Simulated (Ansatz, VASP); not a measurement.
## Two plane-wave programs on Zn

The input INCAR:

```
ALGO = Fast
EDIFF = 1E-6
ENCUT = 520
GGA = PS
ISIF = 2
ISMEAR = 0
LASPH = True
LCHARG = True
LELF = True
LREAL = False
LVHAR = True
LWAVE = False
NBANDS = 12
NELM = 100
PREC = Accurate
SIGMA = 0.15
```

File KPOINTS:

```
k-points
0
Gamma
  20 20 20
```

File POSCAR:

```
Zn
1.0
   -0.0196477600      1.9647760000      1.9647760000
    1.9451282400      0.0000000000      1.9451282400
    1.9647760000      1.9647760000     -0.0196477600
Zn
1
Direct
    0.0000000000      0.0000000000      0.0000000000
```

Input for Ansatz:

```yaml
crystal:
  lattice:
    - [-0.01964776, 1.964776, 1.964776]
    - [1.94512824, 0.0, 1.94512824]
    - [1.964776, 1.964776, -0.01964776]
  atoms:
    - { symbol: Zn, position: [0.0, 0.0, 0.0] }
basis:
  ecutwfc: 420
kpoints:
  mp_grid: { grid: [20, 20, 20] }
hamiltonian:
  xc: pbesol
scf:
  occupations: { method: gaussian, width: 0.15 }
output:
  forces: true
  stress: true
  eigenvalues: true
```

Change from the starting cell: strain -0.0200 x Voigt [0, 0, 0, 0, 1, 0], atoms carried along.

Alike in both runs: task single point; functional PBEsol; k mesh 20 × 20 × 20; occupations gaussian, width 0.15 eV; no spin polarisation.

|  | VASP | Ansatz |
| --- | --- | --- |
| version | VASP 6.6.1 | Ansatz 0.2.0 |
| potentials or method | VASP PAW PBE potentials, release 64 (Zn) | scalar-relativistic, plane waves, PAW |
| plane-wave cutoff (eV) | 520 | 420 |
| valence electrons in the cell | 12 | 12 |

|  | VASP | Ansatz | Ansatz less VASP |
| --- | --- | --- | --- |
| gap on the k mesh at the Fermi level (eV) | none | none | - |
| pressure (GPa) | -4.7 | -5.0 | -0.36 |
| largest component of the traceless stress (GPa) | 0.27 | 0.25 | -0.022 |

A gap of «none» marks a metal or a gap that the smearing closes.

Caveats: the PAW data sets were made with another functional, which shifts forces and pressure a little (VASP).
